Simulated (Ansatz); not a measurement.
## NaCl: rattling a relaxed structure

The structure comes from a generated guess, relaxed at this level; another structure or a mixture of phases may lie lower.

Theory: DFT PBE, scalar-relativistic, plane waves, PAW (Ansatz 0.2.0). Settings: cutoff 420 eV, Γ-centred mesh 6×6×6 on the computed 2-atom cell, Gaussian smearing of 0.02 eV; no spin polarisation.

The cell below (2 atoms, space group Cmmm (No. 65)) is relaxed within its symmetry.

```cif
data_structure
_symmetry_space_group_name_H-M 'P 1'
_symmetry_Int_Tables_number 1
_cell_length_a 4.1494
_cell_length_b 4.1494
_cell_length_c 3.7462
_cell_angle_alpha 90.000
_cell_angle_beta 90.000
_cell_angle_gamma 122.575
_cell_volume 54.35
loop_
_atom_site_label
_atom_site_type_symbol
_atom_site_fract_x
_atom_site_fract_y
_atom_site_fract_z
_atom_site_occupancy
Na1 Na 0.50000 0.50000 0.50000 1
Cl1 Cl 0.00000 0.00000 0.00000 1
```

For the test a repeat of it with 4 atoms (edges 3.75, 4.15, 7.00 Å) was strained at random (σ = 1.5 % a component), the atoms were moved at random (σ = 0.05 Å), and all was relaxed again on a coarse 4×4×2 mesh (in the run’s order of axes) with 0.10 eV smearing, with no symmetry imposed.

Problem. Is the structure stable against such a distortion?

Solution. It doesn't return. The energy falls by 133 meV/atom on that mesh, the volume changes by -15.0 %, and the end has space group Fm-3m (No. 225) at a loose tolerance. Relaxed again on an 8×8×8 mesh with 0.02 eV smearing, the new structure lies 133 meV/atom below the first (mesh in the axes of the run's cell; the cell below is made exact in the group named). Space group Fm-3m (No. 225), cubic, a = 5.696 Å. Around Na lie 6 Cl at 2.85 Å; around Cl lie 6 Na at 2.85 Å.

```
CELL_PARAMETERS angstrom
0.00000 2.84817 2.84817
2.84817 0.00000 2.84817
2.84817 2.84817 0.00000
ATOMIC_POSITIONS crystal
Na 0.50000 0.50000 0.50000
Cl 0.00000 0.00000 0.00000
```
